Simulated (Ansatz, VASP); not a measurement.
# Ti4C: VASP beside Ansatz

```
Ti C
1.0
     3.25534    0.00000    0.00000
     0.00000    3.25534    0.00000
     0.00000    0.00000   20.17937
Ti C
4 1
Cartesian
  1.6277 1.6277 4.0000
  0.0000 0.0000 5.6277
  1.6277 1.6277 7.1674
  0.0000 0.0000 8.6794
  0.8138 1.6277 9.0518
```

Alike in both runs: functional PBE; k mesh 8 × 8 × 1; occupations gaussian, width 0.1 eV; no spin polarisation.

Ansatz relaxed the structure, and its values are those at the end. VASP's run is a single point on that final structure, the one shown.

```csv
,VASP,Ansatz
version,VASP 6.6.1,Ansatz 0.2.0
potentials or method,"VASP PAW PBE potentials, release 64 (Ti_sv, C)","scalar-relativistic, plane waves, PAW"
plane-wave cutoff (eV),520,420
valence electrons in the cell,52,52
```

```csv
,VASP,Ansatz,Ansatz less VASP
gap on the k mesh at the Fermi level (eV),none,none,-
rms of the force components (eV/Å),1.228,1.226,-0.0027
"work function, face that differs most (eV)",4.79,4.78,-0.005
```

A gap of «none» marks a metal or a gap that the smearing closes. The functional is the same, so the differences come from potentials, cutoffs and numerics. Ansatz warned: «vacuum_below_fermi».
